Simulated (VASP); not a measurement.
# AgCl (Chlorargyrite) (Fm-3m) in VASP: single point with HSE06

Aim: the single point of AgCl (Chlorargyrite) with HSE06.

All numbers are computed with VASP 6.6.1; they aren't measurements. Logs are shortened: lines on timing, memory, paths and dates and some standing lists are left out, and cuts for length are marked.

## (1) The crystal as given

It takes space group Fm-3m (No. 225, cubic). The conventional cell has a = 5.470 Å, b = 5.470 Å, c = 5.470 Å, α = 90.00°, β = 90.00°, γ = 90.00°. Around Ag (site symmetry m-3m) lie 6 Cl at 2.73 Å. Around Cl (site symmetry m-3m) lie 6 Ag at 2.73 Å.

## (2) Single point, HSE06, spin-orbit coupling, no magnetisation

POSCAR

```
AgCl
1.0
    0.0000000000      2.7350000000      2.7350000000
    2.7350000000      0.0000000000      2.7350000000
    2.7350000000      2.7350000000      0.0000000000
Ag Cl
1 1
Direct
    0.0000000000      0.0000000000      0.0000000000
    0.5000000000      0.5000000000      0.5000000000
```

INCAR.step1

```
SYSTEM = AgCl
PREC = Accurate
ENCUT = 520
EDIFF = 1E-5
ISMEAR = 0
SIGMA = 0.02
LREAL = .False.
LASPH = .True.
NELM = 60
ALGO = Normal
ISIF = 2
LWAVE = .True.
LCHARG = .False.
MAGMOM = 0 0 0 0 0 0
LORBIT = 11
LSORBIT = .True.
GGA_COMPAT = .False.
LMAXMIX = 4
NBANDS = 30
GGA = PE
KPAR = 4
```

INCAR.step2

```
SYSTEM = AgCl
PREC = Accurate
ENCUT = 520
EDIFF = 1E-7
ISMEAR = 0
SIGMA = 0.02
LREAL = .False.
LASPH = .True.
NELM = 60
ALGO = Normal
ISIF = 2
LWAVE = .False.
LCHARG = .False.
MAGMOM = 0 0 0 0 0 0
LORBIT = 11
LSORBIT = .True.
GGA_COMPAT = .False.
LMAXMIX = 4
GGA = PE
LHFCALC = .True.
HFSCREEN = 0.2
PRECFOCK = Fast
NBANDS = 30
ISTART = 1
KPAR = 4
```

KPOINTS

```
regular mesh
0
Gamma
  6 6 6
  0 0 0
```

Potentials or basis: VASP PAW PBE potentials, release 64 (Ag, Cl).

Started as:

```
> cat potpaw_PBE.64/Ag/POTCAR potpaw_PBE.64/Cl/POTCAR > POTCAR
> cp INCAR.step1 INCAR
> mpirun -np 4 vasp_ncl > vasp.out
> cp INCAR.step2 INCAR
> mpirun -np 4 vasp_ncl > vasp.out
```

OUTCAR:

```text
SYSTEM = AgCl
   PREC = Accurate
   ENCUT = 520
   EDIFF = 1E-7
   ISMEAR = 0
   LREAL = .False.
   LASPH = .True.
   NELM = 60
   ISIF = 2
   LORBIT = 11
   LSORBIT = .True.
   GGA = PE
   LHFCALC = .True.
   HFSCREEN = 0.2
   PRECFOCK = Fast
   ISTART = 1

 ion  position               nearest neighbor table
   1  0.000  0.000  0.000-   2 2.73   2 2.73   2 2.73   2 2.73   2 2.73   2 2.73
   2  0.500  0.500  0.500-   1 2.73   1 2.73   1 2.73   1 2.73   1 2.73   1 2.73

  LATTYP: Found a face centered cubic cell.
 ALAT       =     5.4700000000

  Lattice vectors:

 A1 = (   0.0000000000,   2.7350000000,   2.7350000000)
 A2 = (   2.7350000000,   0.0000000000,   2.7350000000)
 A3 = (   2.7350000000,   2.7350000000,   0.0000000000)

Analysis of symmetry for initial positions (statically):
=====================================================================
 Subroutine PRICEL returns:
 Original cell was already a primitive cell.

 Routine SETGRP: Setting up the symmetry group for a
 face centered cubic supercell.

 Subroutine GETGRP returns: Found 48 space group operations
 (whereof 48 operations were pure point group operations)
 out of a pool of 48 trial point group operations.

The static configuration has the point symmetry O_h .

Analysis of symmetry for dynamics (positions and initial velocities):
=====================================================================
 Subroutine PRICEL returns:
 Original cell was already a primitive cell.

 Routine SETGRP: Setting up the symmetry group for a
 face centered cubic supercell.

 Subroutine GETGRP returns: Found 48 space group operations
 (whereof 48 operations were pure point group operations)
 out of a pool of 48 trial point group operations.

The dynamic configuration has the point symmetry O_h .

Analysis of structural, dynamic, and magnetic symmetry:
=====================================================================
 Subroutine PRICEL returns:
 Original cell was already a primitive cell.

 Routine SETGRP: Setting up the symmetry group for a
 face centered cubic supercell.

 Subroutine GETGRP returns: Found 48 space group operations
 (whereof 48 operations were pure point group operations)
 out of a pool of 48 trial point group operations.

The overall configuration has the point symmetry O_h .

 Subroutine INISYM returns: Found 48 space group operations
 (whereof 48 operations are pure point group operations),
 and found     1 'primitive' translations

----------------------------------------------------------------------------------------

                                     Primitive cell

  volume of cell :      40.9168

  direct lattice vectors                    reciprocal lattice vectors
     0.000000000  2.735000000  2.735000000    -0.182815356  0.182815356  0.182815356
     2.735000000  0.000000000  2.735000000     0.182815356 -0.182815356  0.182815356
     2.735000000  2.735000000  0.000000000     0.182815356  0.182815356 -0.182815356

  length of vectors
     3.867874093  3.867874093  3.867874093     0.316645486  0.316645486  0.316645486

  position of ions in fractional coordinates (direct lattice)
     0.000000000  0.000000000  0.000000000
     0.500000000  0.500000000  0.500000000

  ion indices of the primitive-cell ions
   primitive index   ion index
                 1           1
                 2           2

----------------------------------------------------------------------------------------

 KPOINTS: regular mesh

Automatic generation of k-mesh.
 Grid dimensions read from file:
 generate k-points for:    6    6    6

 Generating k-lattice:

  Cartesian coordinates                     Fractional coordinates (reciprocal lattice)
    -0.030469226  0.030469226  0.030469226     0.166666667  0.000000000  0.000000000
     0.030469226 -0.030469226  0.030469226     0.000000000  0.166666667  0.000000000
     0.030469226  0.030469226 -0.030469226     0.000000000  0.000000000  0.166666667

  Length of vectors
     0.052774248  0.052774248  0.052774248

  Shift w.r.t. Gamma in fractional coordinates (k-lattice)
     0.000000000  0.000000000  0.000000000

 Subroutine IBZKPT returns following result:
 ===========================================

 Found     16 irreducible k-points:

[... 35 lines left out ...]
   NELM   =     60;   NELMIN=  2; NELMDL=  0     # of ELM steps
   EDIFF  = 0.1E-06   stopping-criterion for ELM
   LREAL  =      F    real-space projection
   EDIFFG = 0.1E-05   stopping-criterion for IOM
   NSW    =      0    number of steps for IOM
   IBRION =     -1    ionic relax: 0-MD 1-quasi-New 2-CG
   NFREE  =      0    steps in history (QN), initial steepest desc. (CG)
   ISIF   =      2    stress and relaxation
   ISYM   =      3    0-nonsym 1-usesym 2-fastsym
   POTIM  = 0.5000    time-step for ionic-motion
   TEBEG  =    0.0;   TEEND  =   0.0 temperature during run
   PSTRESS=    0.0 pullay stress
   NELECT =      18.0000    total number of electrons
   NUPDOWN=      -1.0000    fix difference up-down
   EMIN   =  10.00;   EMAX   =-10.00  energy-range for DOS
   EFERMI =   0.00;   METHOD = LEGACY
   ISMEAR =     0;   SIGMA  =   0.02  broadening in eV -4-tet -1-fermi 0-gaus
   EFERMI_NEDOS =   21; number of points for ismear=-14 and -15
   IALGO  =     38    algorithm
   IMIX   =      1    mixing-type and parameters
     AMIX     =   0.40;   BMIX     =  1.00
     AMIX_MAG =   1.60;   BMIX_MAG =  1.00
  volume/ion in A,a.u.               =      20.46       138.06
  Fermi-wavevector in a.u.,A,eV,Ry     =   1.245083  2.352866 21.092186  1.550232
  Thomas-Fermi vector in A             =   2.379321
   LORBIT       =     11    0 simple, 1 ext, 2 COOP (PROOUT), +10 PAW based schemes
   GGA     = PE    functional components
   LHFCALC =     T    Hartree Fock is set to
   PRECFOCK=fast      Normal, Fast or Accurate (Low or Medium for compatibility)
   ENCUT4O =  -1.0   cutoff for four orbital integrals eV
   NKREDX  =     1    reduce k-point grid by
   NKREDY  =     1    reduce k-point grid by
   NKREDZ  =     1    reduce k-point grid by
   AEXX    =    0.2500 exact exchange contribution
   HFSCREEN=    0.2000 screening length (either q_TF or 0.3 A-1)
   HFSCREENC=   0.2000 screening length for correlation (either q_TF or 0.3 A-1)
   ENCUTFOCK=  -1.0 apply spherical cutoff to Coloumb kernel
   IVDW    =     0    specifies the selected vdW correction
   LEPSILON=     F    determine dielectric tensor
   LRPA    =     F    only Hartree local field effects (RPA)
 Gauss-broadening in eV      SIGMA  =   0.02
  energy-cutoff  :      520.00
  volume of cell :       40.92
 maximum number of plane-waves:      2226
 NGX is ok and might be reduce to    30
  NGX = 18; NGY = 18; NGZ = 18

 number of electron      18.0000002 magnetization      -0.0000000     -0.0000000     -0.0000000

 number of electron      18.0000002 magnetization       0.0000000      0.0000000      0.0000000

 number of electron      18.0000002 magnetization      -0.0000000     -0.0000000      0.0000000

 number of electron      18.0000002 magnetization       0.0000000      0.0000000     -0.0000000

 Free energy of the ion-electron system (eV)
  ---------------------------------------------------
  ext. energy  EPLUGINS =         0.00000000
  ---------------------------------------------------
  free energy    TOTEN  =        -6.65019845 eV

  energy without entropy =       -6.65019845  energy(sigma->0) =       -6.65019845

 E-fermi :   3.4863     XC(G=0):  -8.3720

 val. band max:        3.3570020626   @ k =   0.5000   0.0000   0.0000
 cond. band min:       5.7213015374   @ k =   0.0000   0.0000   0.0000
 fundamental gap:      2.3642994749
 Fermi energy:         3.4862576929

 k-point     1 :       0.0000    0.0000    0.0000
  band No.  band energies     occupation
      1     -13.2729      1.00000
      2     -13.2729      1.00000
      3      -0.0473      1.00000
      4      -0.0473      1.00000
      5      -0.0473      1.00000
      6      -0.0473      1.00000
[... 517 lines left out ...]
     29      19.6027      0.00000
     30      19.6027      0.00000

------------------------ aborting loop because EDIFF is reached ----------------------------------------

  FORCE on cell =-STRESS in cart. coord.  units (eV):
  Direction    XX          YY          ZZ          XY          YZ          ZX
  --------------------------------------------------------------------------------------
  -------------------------------------------------------------------------------------
  Total        0.8795817      0.8795817      0.8795817      0.0000000      0.0000000     -0.0000000
  in kB       34.4417175     34.4417175     34.4417175      0.0000000      0.0000000     -0.0000000
  external PRESSURE =      34.4417175 kB  Pullay stress =       0.0000000 kB

 VOLUME and BASIS-vectors are now :
 -----------------------------------------------------------------------------
  energy-cutoff  :      520.00
  volume of cell :       40.92
      direct lattice vectors                 reciprocal lattice vectors
     0.000000000  2.735000000  2.735000000    -0.182815356  0.182815356  0.182815356
     2.735000000  0.000000000  2.735000000     0.182815356 -0.182815356  0.182815356
     2.735000000  2.735000000  0.000000000     0.182815356  0.182815356 -0.182815356

 POSITION                                       TOTAL-FORCE (eV/Angst)
 -----------------------------------------------------------------------------------
      0.00000      0.00000      0.00000         0.000000      0.000000      0.000000
      2.73500      2.73500      2.73500        -0.000000     -0.000000     -0.000000
 -----------------------------------------------------------------------------------
    total drift:                               -0.000118     -0.000196      0.000060

  FREE ENERGIE OF THE ION-ELECTRON SYSTEM (eV)
  ---------------------------------------------------
  free  energy   TOTEN  =        -6.6501984453 eV

  energy  without entropy=       -6.6501984453  energy(sigma->0) =       -6.65019845

 Spin-Orbit-Coupling matrix elements

 Ion:    1  E_soc:     -0.0360619
 l=   1
     0.0000000    -0.0007509    -0.0007509
    -0.0007509     0.0000000    -0.0007509
    -0.0007509    -0.0007509     0.0000000
 l=   2
     0.0000000    -0.0010839     0.0000000    -0.0010839    -0.0041754
    -0.0010839     0.0000000    -0.0031316    -0.0010839    -0.0010439
     0.0000000    -0.0031316     0.0000000    -0.0031316     0.0000000
    -0.0010839    -0.0010839    -0.0031316     0.0000000    -0.0010439
    -0.0041754    -0.0010439     0.0000000    -0.0010439     0.0000000
 l=   3
     0.0000000     0.0000000     0.0000000     0.0000000     0.0000000     0.0000000     0.0000000
     0.0000000     0.0000000     0.0000000     0.0000000     0.0000000     0.0000000     0.0000000
     0.0000000     0.0000000     0.0000000     0.0000000     0.0000000     0.0000000     0.0000000
     0.0000000     0.0000000     0.0000000     0.0000000     0.0000000     0.0000000     0.0000000
     0.0000000     0.0000000     0.0000000     0.0000000     0.0000000     0.0000000     0.0000000
     0.0000000     0.0000000     0.0000000     0.0000000     0.0000000     0.0000000     0.0000000
     0.0000000     0.0000000     0.0000000     0.0000000     0.0000000     0.0000000     0.0000000

 Ion:    2  E_soc:     -0.0032900
 l=   1
     0.0000000    -0.0005483    -0.0005483
    -0.0005483     0.0000000    -0.0005483
    -0.0005483    -0.0005483     0.0000000
 l=   2
     0.0000000     0.0000000     0.0000000     0.0000000     0.0000000
     0.0000000     0.0000000     0.0000000     0.0000000     0.0000000
     0.0000000     0.0000000     0.0000000     0.0000000     0.0000000
     0.0000000     0.0000000     0.0000000     0.0000000     0.0000000
     0.0000000     0.0000000     0.0000000     0.0000000     0.0000000
 l=   3
     0.0000000     0.0000000     0.0000000     0.0000000     0.0000000     0.0000000     0.0000000
     0.0000000     0.0000000     0.0000000     0.0000000     0.0000000     0.0000000     0.0000000
     0.0000000     0.0000000     0.0000000     0.0000000     0.0000000     0.0000000     0.0000000
     0.0000000     0.0000000     0.0000000     0.0000000     0.0000000     0.0000000     0.0000000
     0.0000000     0.0000000     0.0000000     0.0000000     0.0000000     0.0000000     0.0000000
     0.0000000     0.0000000     0.0000000     0.0000000     0.0000000     0.0000000     0.0000000
     0.0000000     0.0000000     0.0000000     0.0000000     0.0000000     0.0000000     0.0000000

 total charge

# of ion       s       p       d       tot
------------------------------------------
    1        0.188   0.145   9.439   9.773
    2        1.593   3.522   0.000   5.116
--------------------------------------------------
tot          1.782   3.668   9.439  14.888

 magnetization (x)

# of ion       s       p       d       tot
------------------------------------------
    1        0.000   0.000  -0.000  -0.000
    2        0.000   0.000   0.000   0.000
--------------------------------------------------
tot          0.000   0.000  -0.000   0.000

 magnetization (y)

# of ion       s       p       d       tot
------------------------------------------
    1        0.000   0.000  -0.000  -0.000
    2        0.000   0.000   0.000   0.000
--------------------------------------------------
tot          0.000   0.000  -0.000   0.000

 magnetization (z)

# of ion       s       p       d       tot
------------------------------------------
    1        0.000   0.000  -0.000  -0.000
    2       -0.000   0.000   0.000   0.000
--------------------------------------------------
tot         -0.000   0.000  -0.000  -0.000
```

It took 15 min on 4 MPI ranks of AMD EPYC 9R14 (Zen 4), shared host; peak memory 0.36 GiB.

Results:

```yaml
Free_energy: -6.6502 eV
Pressure: 3.4 GPa
Valence_electrons_inside_the_program's_atomic_spheres: Ag 9.77; Cl 5.12
```

Caveat: the PAW data sets were made with another functional, which shifts forces and pressure a little.
